The band gap is the energy between the highest filled and the lowest empty electron state of a crystal. Here it comes from density functional calculations without spin-orbit coupling, on a germanium crystal squeezed and stretched evenly in all directions. It is read off a regular mesh of electron wave vectors k, which label how the phase of a state runs from cell to cell. If the two states lie at the same k the gap is direct, otherwise it is indirect.

Two sizes are worth remembering. One percent more volume takes about 0.1 eV off the direct gap of germanium, but only about 0.04 eV off the indirect one. The smaller of the two is the gap that the table prints, and near the relaxed volume the two change places.

Germanium in the diamond structure (2-atom cell), relaxed once and then scaled in volume. Ansatz 0.2.0, density functional r2SCAN, plane-wave PAW, scalar-relativistic, no spin polarisation, cutoff 500 eV, Γ-centred 12×12×12 k mesh, Gaussian smearing 0.02 eV. Energies count from the minimum of a third-order Birch-Murnaghan fit; positive pressure means compression.

```
volume per atom (Å³/atom)  energy over minimum (meV/atom)  pressure (GPa)  band gap on mesh (eV)
                   21.475                            20.6            5.11                  0.649
                   22.161                             4.8            2.33                  0.538
                   22.846                             0.0            0.00                  0.355
                   23.531                             4.3           -1.96                  0.070
                   24.217                            16.2           -3.57                  0.000
```

The band gap on mesh falls as the volume per atom grows, but not evenly. Over the first three steps, each about 3 % in volume, the losses are 0.11, 0.18 and 0.28 eV. The last step takes off only 0.07 eV, because the gap has then reached zero. A single pair of levels drifting together at a steady rate would not give the steepening.

Only the middle cell was relaxed, and the other four are single calculations at scaled volumes. This does no harm, because the symmetry of the crystal fixes its shape and the positions of its atoms.

The steepening comes from a change of the state that forms the bottom of the conduction band. In the two smallest cells the calculation puts the top of the valence band at Γ, where all cells are in phase, and the bottom of the conduction band at L, on the zone boundary along a bond direction. It also gives the direct gap of these two cells, 0.969 and 0.654 eV, which is larger than the indirect one but falls nearly three times as fast. With such unequal slopes the direct gap soon becomes the smaller.

The bonds explain the slopes. At Γ the lowest conduction state is built from s orbitals that meet all four neighbours with opposite sign, so it is fully antibonding. The top of the valence band at Γ consists of three bonding p levels of equal energy. Stretching the bonds weakens the overlap, which lowers an antibonding level relative to a bonding one, and so the direct gap shrinks quickly.

At L the phase changes along one bond direction. An s combination that is antibonding towards three neighbours is then bonding towards the fourth, and p orbitals mix in as well. Such a state has less antibonding energy to lose when the bonds stretch. This picture is argued from the orbitals and not computed here, but it agrees with the order of the two slopes.

The simplest model gives each gap its own constant slope against the logarithm of the volume, known as a deformation potential. With E for a gap, V for the volume per atom, a for the slope, and the labels 1 and 2 for the two smallest cells, it reads

E(V) = E₂ + a ln(V/V₂)

a = (E₂ − E₁) / ln(V₂/V₁)

For the direct gap this gives

a = (0.654 − 0.969) eV / ln(22.161/21.475) ≈ −10 eV

and for the relaxed cell

E(22.846) = 0.654 eV − 10 eV × ln(22.846/22.161) ≈ 0.35 eV

The table has 0.355 eV for this cell, which played no part in finding the slope. The same recipe applied to the gap at L would leave 0.43 eV. This points to a direct gap in the relaxed crystal, and the Fermi level of the run confirms it. The calculation smears the filling of the levels slightly, and the Fermi level settles where the traces of electrons above the gap balance the holes below it. In the relaxed cell it lies just above the middle of the gap, as it must when three levels at Γ face a single one at Γ. In the two smallest cells it lies just below the middle, because there the three levels face one at each of four L points. The estimated change from L to Γ comes at about 22.6 Å³ per atom, only about 1 % below the relaxed volume.

This explains the middle of the table. The second step starts on the slow indirect gap and ends on the fast direct one, so its loss is a mixture of both. The third step runs on the direct gap throughout. Followed from the smallest cell, the direct gap loses 0.315, 0.299 and 0.284 eV in successive steps, a nearly steady fall where the printed gap seemed to speed up. The constant slope slightly overstates the fall, and for the fourth cell it gives 0.05 eV where the table has 0.07 eV.

In the largest cell the model carries the direct gap to about −0.2 eV. That means the antibonding s level has dropped below the three p levels. The eight valence electrons of the two-atom cell form four pairs at Γ. One pair fills the bonding s level, one now fills the former conduction level, and only two are left for three p levels.

The cubic symmetry keeps these three p levels at the same energy, so filled and empty states touch at Γ. The printed gap is therefore zero, however far the s level has sunk. The crystal is then a zero-gap semimetal, as grey tin is, and not an ordinary metal with many states at the Fermi level. The continued slope only suggests the inversion, but the run bears it out: the entropy from its smeared filling is that of three equal levels at Γ, each two-thirds filled.

The fourth cell, with its gap of 0.070 eV, should not be trusted as a semiconductor. Spin-orbit coupling splits the p levels of germanium by roughly 0.3 eV and lifts the upper ones by about a third of that. This shift of 0.1 eV is larger than the gap. With it, the closing would come at a volume about 1 % smaller, and this cell would probably have no gap either.

The relaxed cell also departs from real germanium, which has an indirect gap of roughly 0.7 eV. The calculation gives about half of that and the wrong kind of gap. Adding spin-orbit coupling or the zero-point motion of the atoms would narrow the computed gap further, so their absence does not explain the shortfall. Most of it is likely due to the functional, since semilocal functionals commonly give gaps that are too small. The relaxed volume is about 1 % larger than the measured one. By the slopes above, that costs only about 0.1 eV of gap. It matters more for the kind of gap, because at the measured volume the two candidates would be nearly tied.

The total energy gives no hint of any of this. Stretching the relaxed crystal by 3 % in volume costs 4.3 meV per atom, yet it removes about 80 % of the gap. A small error in the lattice constant, harmless for the energy, can therefore decide whether the computed crystal is indirect, direct or gapless.

In practice, record where in k the two band edges lie along with every gap, and follow the gaps at Γ and at L separately as the volume changes. Take a slope only from cells in which the same two states form the gap. If the printed gap bends sharply while the energy curve stays smooth, look first for a change of band edge.
